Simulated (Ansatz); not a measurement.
# InAs (Fm-3m): compression over a wide range

Aim: energy and pressure of InAs (Fm-3m) over a wide range of volumes, and a fit.

Computed with Ansatz 0.2.0 (DFT r²SCAN, scalar-relativistic, plane waves, PAW, unless a step's input says otherwise).

### 1 The structure to begin with

The structure is cubic, space group Fm-3m (No. 225). Conventional cell: a = 5.685 Å, b = 5.685 Å, c = 5.685 Å, α = 90.00°, β = 90.00°, γ = 90.00°. In (site symmetry m-3m) has 6 As at 2.84 Å as nearest neighbours. As (site symmetry m-3m) is surrounded by 6 In at 2.84 Å.

Coordinates:

```xyz
2
Lattice="0.0000 2.8425 2.8425 2.8425 0.0000 2.8425 2.8425 2.8425 0.0000" Properties=species:S:1:pos:R:3 pbc="T T T"
In    2.8425    2.8425    2.8425
As    0.0000    0.0000    0.0000
```

An earlier run at r²SCAN left this cell at 22.968 Å³/atom and 0.00 GPa (14×14×14 mesh).

### 2 Volume × 0.96

input.yaml reads:

```yaml
crystal:
  lattice:
    - [0.0, 2.8041234027, 2.8041234027]
    - [2.8041234027, 0.0, 2.8041234027]
    - [2.8041234027, 2.8041234027, 0.0]
  atoms:
    - { symbol: In, position: [0.5, 0.5, 0.5] }
    - { symbol: As, position: [0.0, 0.0, 0.0] }
basis:
  ecutwfc: 500
  ecutrho_ratio: 4
kpoints:
  mp_grid: { grid: [14, 14, 14] }
hamiltonian:
  xc: r2scan
scf:
  occupations: { method: gaussian, width: 0.05 }
output:
  forces: true
  stress: true
  eigenvalues: true
```

Launch:

```bash
$ ansatz run input.yaml --threads 1 --pin off --max-ram 2560MiB --backend cpu --events-out ev --progress --plain --runs-dir out
```

Log, cut to the lines that bear on the results:

```text
Warning: RAYON_NUM_THREADS=1 ignored (pool sized by the plan → 1); use --threads N
[...]
Pseudopotentials: kind: paw
Pseudopotential: In, paw, valence charge 13, recommended cutoff 500 eV (meta_gga), In.paw.azcp
Pseudopotential: As, paw, valence charge 15, recommended cutoff 500 eV (meta_gga), As.paw.azcp
Functional definition: r2SCAN
[...]
Crystal: 2 atoms, lattice volume = 44.098 Å³
Basis set: ecut = 500 eV, 1139 PW (Γ), exchange–correlation on 120×120×120 points (64 copies of the dense FFT grid, shifted against one another)
Bands: 18, of which v1, the nominal top of the filled ones, is band 14 counted from 1 (13 counted from 0)
Symmetry: 48 space group operations
Space group: Fm-3m (ITA 225), of the structure as read, at distance tolerance 3.5e-5 Å
k-points: 104 of 2744
[...]
SCF iter   1: F=—  HF=-10476.665880 eV  |F-HF|=—  |Δ(HF+E_count)|=         —  Δρ=6.95e-3  dr2=1.29e-2  dr2_τ=4.84e-3  ethr=1.77e-3  ⟨swp⟩=6.0  Hψ=9449  notcnv=0
[...]
SCF iter   6: F=-10476.684169 eV  HF=-10476.684169 eV  |F-HF|=3.03e-8  |Δ(HF+E_count)|=   6.17e-7  Δρ=1.98e-5  dr2=8.45e-8  dr2_τ=4.22e-9  ethr=3.57e-10  ⟨swp⟩=5.2  Hψ=9858  notcnv=0
[...]
SCF converged after 6 iterations
Free energy (F): -10476.684169 eV
[...]
E sigma→0 (E₀):  -10476.683383 eV
Entropy (-TS):   -0.001572 eV (-0.786 meV/atom)
Fermi energy:    10.784279 eV
[...]
--- Forces (eV/Å), atoms counted from 1 ---
  atom   1  In     0.00000000    -0.00000000    -0.00000000
  atom   2  As     0.00000000    -0.00000000     0.00000000
[...]
--- Stress (GPa, compression-positive) ---
        3.243044      -0.000000       0.000000
        0.000000       3.243044      -0.000000
        0.000000      -0.000000       3.243044
  P = ⅓ Tr σ = 3.2430 GPa (32.430 kbar)
--- Band table (eV; the first three rows and the last of 104) ---
  k-point 0: bands = ["-24.9344", "-24.9344", "-24.9230", "-24.9230", "-24.9230", "-4.1714", "-4.1714", "-4.1473", "-4.1473", "-4.1473", "-2.2904", "10.5409", "10.5409", "10.5409", "11.2280", "18.5668", "18.5668", "18.5668"]
[...]
```

Run time: 7 s. Hardware: 1 thread of Intel Xeon Platinum 8375C at 2.90GHz (Ice Lake), shared host; peak memory 0.56 GiB.

Result: volume 22.049 Å³/atom, pressure 3.24 GPa, no gap.

### 3 Volume × 1.04

Edit input.yaml of step 2 so:

```diff
@@ -2,5 +2,5 @@
   lattice:
-    - [0.0, 2.8041234027, 2.8041234027]
-    - [2.8041234027, 0.0, 2.8041234027]
-    - [2.8041234027, 2.8041234027, 0.0]
+    - [0.0, 2.8799469686, 2.8799469686]
+    - [2.8799469686, 0.0, 2.8799469686]
+    - [2.8799469686, 2.8799469686, 0.0]
   atoms:
```

Launch:

```bash
$ ansatz run input.yaml --threads 1 --pin off --max-ram 2560MiB --backend cpu --events-out ev --progress --plain --runs-dir out
```

Log, cut to the lines that bear on the results:

```text
Warning: RAYON_NUM_THREADS=1 ignored (pool sized by the plan → 1); use --threads N
[...]
[... 4 set-up lines as earlier in the session ...]
[...]
Crystal: 2 atoms, lattice volume = 47.773 Å³
Basis set: ecut = 500 eV, 1243 PW (Γ), exchange–correlation on 120×120×120 points (64 copies of the dense FFT grid, shifted against one another)
Bands: 18, of which v1, the nominal top of the filled ones, is band 14 counted from 1 (13 counted from 0)
[... 1 set-up line as earlier in the session ...]
Space group: Fm-3m (ITA 225), of the structure as read, at distance tolerance 3.6e-5 Å
k-points: 104 of 2744
[...]
SCF iter   1: F=—  HF=-10476.675961 eV  |F-HF|=—  |Δ(HF+E_count)|=         —  Δρ=6.84e-3  dr2=1.38e-2  dr2_τ=3.34e-3  ethr=1.77e-3  ⟨swp⟩=6.0  Hψ=9333  notcnv=0
[...]
SCF iter   6: F=-10476.686766 eV  HF=-10476.686766 eV  |F-HF|=3.90e-8  |Δ(HF+E_count)|=   7.23e-7  Δρ=2.00e-5  dr2=8.07e-8  dr2_τ=3.88e-9  ethr=3.57e-10  ⟨swp⟩=5.2  Hψ=9940  notcnv=0
[...]
SCF converged after 6 iterations
Free energy (F): -10476.686766 eV
[...]
E sigma→0 (E₀):  -10476.685990 eV
Entropy (-TS):   -0.001553 eV (-0.777 meV/atom)
Fermi energy:    9.554439 eV
[...]
--- Forces (eV/Å), atoms counted from 1 ---
  atom   1  In     0.00000000    -0.00000000     0.00000000
  atom   2  As     0.00000000     0.00000000    -0.00000000
[...]
--- Stress (GPa, compression-positive) ---
       -2.564653      -0.000000      -0.000000
       -0.000000      -2.564653       0.000000
        0.000000      -0.000000      -2.564653
  P = ⅓ Tr σ = -2.5647 GPa (-25.647 kbar)
--- Band table (eV; the first three rows and the last of 104) ---
  k-point 0: bands = ["-26.1293", "-26.1293", "-26.1207", "-26.1207", "-26.1207", "-5.3140", "-5.3140", "-5.2947", "-5.2947", "-5.2947", "-2.9426", "9.3559", "9.3559", "9.3559", "9.3627", "17.2567", "17.2567", "17.2568"]
[...]
```

It took 8 s on 1 thread of Intel Xeon Platinum 8375C at 2.90GHz (Ice Lake), shared host; peak memory 0.57 GiB.

In short: volume 23.887 Å³/atom, pressure -2.56 GPa, no gap.

### 4 Volume × 0.92

Edit input.yaml of step 3 so:

```diff
@@ -2,5 +2,5 @@
   lattice:
-    - [0.0, 2.8799469686, 2.8799469686]
-    - [2.8799469686, 0.0, 2.8799469686]
-    - [2.8799469686, 2.8799469686, 0.0]
+    - [0.0, 2.7646234454, 2.7646234454]
+    - [2.7646234454, 0.0, 2.7646234454]
+    - [2.7646234454, 2.7646234454, 0.0]
   atoms:
```

Launch:

```bash
$ ansatz run input.yaml --threads 1 --pin off --max-ram 2560MiB --backend cpu --events-out ev --progress --plain --runs-dir out
```

Log, cut to the lines that bear on the results:

```text
Warning: RAYON_NUM_THREADS=1 ignored (pool sized by the plan → 1); use --threads N
[...]
[... 4 set-up lines as earlier in the session ...]
[...]
Crystal: 2 atoms, lattice volume = 42.261 Å³
Basis set: ecut = 500 eV, 1067 PW (Γ), exchange–correlation on 120×120×120 points (64 copies of the dense FFT grid, shifted against one another)
Bands: 18, of which v1, the nominal top of the filled ones, is band 14 counted from 1 (13 counted from 0)
[... 2 set-up lines as earlier in the session ...]
k-points: 104 of 2744
[...]
SCF iter   1: F=—  HF=-10476.601355 eV  |F-HF|=—  |Δ(HF+E_count)|=         —  Δρ=7.10e-3  dr2=1.30e-2  dr2_τ=5.93e-3  ethr=1.77e-3  ⟨swp⟩=5.9  Hψ=9524  notcnv=0
[...]
SCF iter   6: F=-10476.624499 eV  HF=-10476.624499 eV  |F-HF|=2.33e-8  |Δ(HF+E_count)|=   5.52e-7  Δρ=1.99e-5  dr2=9.97e-8  dr2_τ=4.75e-9  ethr=3.57e-10  ⟨swp⟩=5.2  Hψ=9909  notcnv=0
[...]
SCF converged after 6 iterations
Free energy (F): -10476.624499 eV
[...]
E sigma→0 (E₀):  -10476.623673 eV
Entropy (-TS):   -0.001652 eV (-0.826 meV/atom)
Fermi energy:    11.492393 eV
[...]
--- Forces (eV/Å), atoms counted from 1 ---
  atom   1  In     0.00000000    -0.00000000     0.00000000
  atom   2  As     0.00000000    -0.00000000     0.00000000
[...]
--- Stress (GPa, compression-positive) ---
        7.317412       0.000000       0.000000
       -0.000000       7.317412       0.000000
        0.000000       0.000000       7.317412
  P = ⅓ Tr σ = 7.3174 GPa (73.174 kbar)
--- Band table (eV; the first three rows and the last of 104) ---
  k-point 0: bands = ["-24.2596", "-24.2596", "-24.2464", "-24.2464", "-24.2464", "-3.5393", "-3.5393", "-3.5128", "-3.5128", "-3.5128", "-1.9266", "11.2122", "11.2122", "11.2122", "12.2912", "19.3066", "19.3066", "19.3066"]
[...]
```

It took 6.7 s on 1 thread of Intel Xeon Platinum 8375C at 2.90GHz (Ice Lake), shared host; peak memory 0.55 GiB.

Result: volume 21.130 Å³/atom, pressure 7.32 GPa, a metal on this mesh.

### 5 Volume × 0.88

Edit input.yaml of step 4 so:

```diff
@@ -2,5 +2,5 @@
   lattice:
-    - [0.0, 2.7646234454, 2.7646234454]
-    - [2.7646234454, 0.0, 2.7646234454]
-    - [2.7646234454, 2.7646234454, 0.0]
+    - [0.0, 2.7239613116, 2.7239613116]
+    - [2.7239613116, 0.0, 2.7239613116]
+    - [2.7239613116, 2.7239613116, 0.0]
   atoms:
```

Launch:

```bash
$ ansatz run input.yaml --threads 1 --pin off --max-ram 2560MiB --backend cpu --events-out ev --progress --plain --runs-dir out
```

Log, cut to the lines that bear on the results:

```text
Warning: RAYON_NUM_THREADS=1 ignored (pool sized by the plan → 1); use --threads N
[...]
[... 4 set-up lines as earlier in the session ...]
[...]
Crystal: 2 atoms, lattice volume = 40.423 Å³
Basis set: ecut = 500 eV, 965 PW (Γ), exchange–correlation on 120×120×120 points (64 copies of the dense FFT grid, shifted against one another)
Bands: 18, of which v1, the nominal top of the filled ones, is band 14 counted from 1 (13 counted from 0)
[... 1 set-up line as earlier in the session ...]
Space group: Fm-3m (ITA 225), of the structure as read, at distance tolerance 3.4e-5 Å
k-points: 104 of 2744
[...]
SCF iter   1: F=—  HF=-10476.483309 eV  |F-HF|=—  |Δ(HF+E_count)|=         —  Δρ=7.34e-3  dr2=1.34e-2  dr2_τ=7.31e-3  ethr=1.77e-3  ⟨swp⟩=5.9  Hψ=9625  notcnv=0
[...]
SCF iter   6: F=-10476.512277 eV  HF=-10476.512277 eV  |F-HF|=3.65e-8  |Δ(HF+E_count)|=   3.22e-7  Δρ=1.97e-5  dr2=9.61e-8  dr2_τ=4.75e-9  ethr=3.57e-10  ⟨swp⟩=5.2  Hψ=9950  notcnv=0
[...]
SCF converged after 6 iterations
Free energy (F): -10476.512277 eV
[...]
E sigma→0 (E₀):  -10476.511542 eV
Entropy (-TS):   -0.001471 eV (-0.735 meV/atom)
Fermi energy:    12.271525 eV
[...]
--- Forces (eV/Å), atoms counted from 1 ---
  atom   1  In     0.00000000    -0.00000000     0.00000000
  atom   2  As     0.00000000    -0.00000000    -0.00000000
[...]
--- Stress (GPa, compression-positive) ---
       12.454260       0.000000      -0.000000
        0.000000      12.454260       0.000000
       -0.000000      -0.000000      12.454260
  P = ⅓ Tr σ = 12.4543 GPa (124.543 kbar)
--- Band table (eV; the first three rows and the last of 104) ---
  k-point 0: bands = ["-23.5278", "-23.5278", "-23.5125", "-23.5125", "-23.5125", "-2.8582", "-2.8582", "-2.8295", "-2.8295", "-2.8295", "-1.5340", "11.9443", "11.9443", "11.9443", "13.4568", "20.1130", "20.1130", "20.1130"]
[...]
```

Wall time 6.6 s (1 thread of Intel Xeon Platinum 8375C at 2.90GHz (Ice Lake), shared host); peak memory 0.55 GiB.

This gives: volume 20.212 Å³/atom, pressure 12.45 GPa, a metal on this mesh.

### 6 Volume × 0.84

Edit input.yaml of step 5 so:

```diff
@@ -2,5 +2,5 @@
   lattice:
-    - [0.0, 2.7239613116, 2.7239613116]
-    - [2.7239613116, 0.0, 2.7239613116]
-    - [2.7239613116, 2.7239613116, 0.0]
+    - [0.0, 2.6820475487, 2.6820475487]
+    - [2.6820475487, 0.0, 2.6820475487]
+    - [2.6820475487, 2.6820475487, 0.0]
   atoms:
```

Launch:

```bash
$ ansatz run input.yaml --threads 1 --pin off --max-ram 2560MiB --backend cpu --events-out ev --progress --plain --runs-dir out
```

Log, cut to the lines that bear on the results:

```text
Warning: RAYON_NUM_THREADS=1 ignored (pool sized by the plan → 1); use --threads N
[...]
[... 4 set-up lines as earlier in the session ...]
[...]
Crystal: 2 atoms, lattice volume = 38.586 Å³
Basis set: ecut = 500 eV, 941 PW (Γ), exchange–correlation on 120×120×120 points (64 copies of the dense FFT grid, shifted against one another)
Bands: 18, of which v1, the nominal top of the filled ones, is band 14 counted from 1 (13 counted from 0)
[... 2 set-up lines as earlier in the session ...]
k-points: 104 of 2744
[...]
SCF iter   1: F=—  HF=-10476.298025 eV  |F-HF|=—  |Δ(HF+E_count)|=         —  Δρ=7.50e-3  dr2=1.35e-2  dr2_τ=9.09e-3  ethr=1.77e-3  ⟨swp⟩=6.0  Hψ=9618  notcnv=0
[...]
SCF iter   6: F=-10476.333586 eV  HF=-10476.333586 eV  |F-HF|=1.94e-8  |Δ(HF+E_count)|=   6.11e-8  Δρ=8.05e-6  dr2=1.40e-8  dr2_τ=6.22e-10  ethr=3.57e-10  ⟨swp⟩=4.0  Hψ=8990  notcnv=0
[...]
SCF converged after 6 iterations
Free energy (F): -10476.333586 eV
[...]
E sigma→0 (E₀):  -10476.332978 eV
Entropy (-TS):   -0.001216 eV (-0.608 meV/atom)
Fermi energy:    13.124618 eV
[...]
--- Forces (eV/Å), atoms counted from 1 ---
  atom   1  In     0.00000000    -0.00000000     0.00000000
  atom   2  As    -0.00000000    -0.00000000    -0.00000000
[...]
--- Stress (GPa, compression-positive) ---
       18.968059       0.000000      -0.000000
        0.000000      18.968059      -0.000000
        0.000000       0.000000      18.968059
  P = ⅓ Tr σ = 18.9681 GPa (189.681 kbar)
--- Band table (eV; the first three rows and the last of 104) ---
  k-point 0: bands = ["-22.7356", "-22.7356", "-22.7179", "-22.7179", "-22.7179", "-2.1188", "-2.1188", "-2.0879", "-2.0879", "-2.0879", "-1.1094", "12.7445", "12.7445", "12.7445", "14.7382", "20.9956", "20.9956", "20.9956"]
[...]
```

It took 6.2 s on 1 thread of Intel Xeon Platinum 8375C at 2.90GHz (Ice Lake), shared host; peak memory 0.52 GiB.

In short: volume 19.293 Å³/atom, pressure 18.97 GPa, a metal on this mesh.

### 7 Volume × 0.8

Edit input.yaml of step 6 so:

```diff
@@ -2,5 +2,5 @@
   lattice:
-    - [0.0, 2.6820475487, 2.6820475487]
-    - [2.6820475487, 0.0, 2.6820475487]
-    - [2.6820475487, 2.6820475487, 0.0]
+    - [0.0, 2.6387811514, 2.6387811514]
+    - [2.6387811514, 0.0, 2.6387811514]
+    - [2.6387811514, 2.6387811514, 0.0]
   atoms:
```

Launch:

```bash
$ ansatz run input.yaml --threads 1 --pin off --max-ram 2560MiB --backend cpu --events-out ev --progress --plain --runs-dir out
```

Log, cut to the lines that bear on the results:

```text
Warning: RAYON_NUM_THREADS=1 ignored (pool sized by the plan → 1); use --threads N
[...]
[... 4 set-up lines as earlier in the session ...]
[...]
Crystal: 2 atoms, lattice volume = 36.749 Å³
Basis set: ecut = 500 eV, 941 PW (Γ), exchange–correlation on 120×120×120 points (64 copies of the dense FFT grid, shifted against one another)
Bands: 18, of which v1, the nominal top of the filled ones, is band 14 counted from 1 (13 counted from 0)
[... 1 set-up line as earlier in the session ...]
Space group: Fm-3m (ITA 225), of the structure as read, at distance tolerance 3.3e-5 Å
k-points: 104 of 2744
[...]
SCF iter   1: F=—  HF=-10476.027720 eV  |F-HF|=—  |Δ(HF+E_count)|=         —  Δρ=7.51e-3  dr2=1.29e-2  dr2_τ=1.14e-2  ethr=1.77e-3  ⟨swp⟩=5.9  Hψ=9702  notcnv=0
[...]
SCF iter   6: F=-10476.070475 eV  HF=-10476.070475 eV  |F-HF|=2.83e-8  |Δ(HF+E_count)|=   1.36e-6  Δρ=9.00e-6  dr2=1.11e-8  dr2_τ=9.94e-10  ethr=3.57e-10  ⟨swp⟩=5.0  Hψ=9758  notcnv=0
[...]
SCF converged after 6 iterations
Free energy (F): -10476.070475 eV
[...]
E sigma→0 (E₀):  -10476.069946 eV
Entropy (-TS):   -0.001058 eV (-0.529 meV/atom)
Fermi energy:    14.061659 eV
[...]
--- Forces (eV/Å), atoms counted from 1 ---
  atom   1  In     0.00000000    -0.00000000    -0.00000000
  atom   2  As    -0.00000000     0.00000000    -0.00000000
[...]
--- Stress (GPa, compression-positive) ---
       27.250889      -0.000000       0.000000
       -0.000000      27.250889      -0.000000
        0.000000       0.000000      27.250889
  P = ⅓ Tr σ = 27.2509 GPa (272.509 kbar)
--- Band table (eV; the first three rows and the last of 104) ---
  k-point 0: bands = ["-21.8746", "-21.8746", "-21.8541", "-21.8541", "-21.8541", "-1.3145", "-1.3145", "-1.2820", "-1.2820", "-1.2820", "-0.6473", "13.6231", "13.6231", "13.6231", "16.1522", "21.9660", "21.9660", "21.9660"]
[...]
```

It took 6.2 s on 1 thread of Intel Xeon Platinum 8375C at 2.90GHz (Ice Lake), shared host; peak memory 0.54 GiB.

In short: volume 18.374 Å³/atom, pressure 27.25 GPa, metallic.

### 8 The curve

```tsv
volume (Å³/atom)	energy above the lowest (meV/atom)	pressure (GPa)	gap on the mesh (eV)	space group
18.374	315.7	27.3	0.00	Fm-3m
19.293	184.2	19.0	0.00	Fm-3m
20.212	94.9	12.5	0.00	Fm-3m
21.130	38.8	7.3	0.00	Fm-3m
22.049	9.0	3.2	0.00	Fm-3m
22.968	0.0	0.0	0.00	Fm-3m
23.887	7.7	-2.6	0.00	Fm-3m
```

### 9 Results

```
         quantity             value
range of pressure  -2.6 to 27.3 GPa
         V0 (fit)     22.97 Å³/atom
         B0 (fit)            72 GPa
        B0′ (fit)              4.70
```

**Reading.** A third-order Birch-Murnaghan fit follows the points with an rms miss of 0.01 meV/atom. Symmetry fixes shape and sites, so only the volume changes. Other structures may be lower in enthalpy at these pressures.
